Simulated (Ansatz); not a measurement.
**Lattice vibrations of NiO at Γ**

Method: DFT PBE, scalar-relativistic, plane waves, PAW (Ansatz). Plane waves to 420 eV; Γ-centred k mesh 16×16×10; Fermi-Dirac smearing of 0.15 eV. No spin polarisation. Phonons by linear response, acoustic sum rule imposed.

Equilibrium structure at this level:
```
Ni O
1.0
     2.83146    0.00000    0.00000
     0.00000    2.83146    0.00000
     0.00000    0.00000    5.02203
Ni O
2 2
Direct
  0.00000 0.50000 0.50000
  0.50000 0.00000 0.00000
  0.00000 0.00000 0.25000
  0.00000 0.00000 0.75000
```

The cell was found from a structure generator's guess, not taken from experiment. In a metal, frequencies depend on the k mesh and the smearing, soft modes most.

(1) Is this structure stable against zone-centre distortions?

(2) List the optical modes at Γ (i marks imaginary ones).

Results:

(1) Yes, at Γ: no optical mode is imaginary. Strains and other wave vectors aren't tested by this run.

(2)
| frequency (THz) | degeneracy |
| --- | --- |
| 6.23 | 2 |
| 10.38 | 1 |
| 12.40 | 2 |
| 17.99 | 2 |
| 18.14 | 1 |
| 18.97 | 1 |
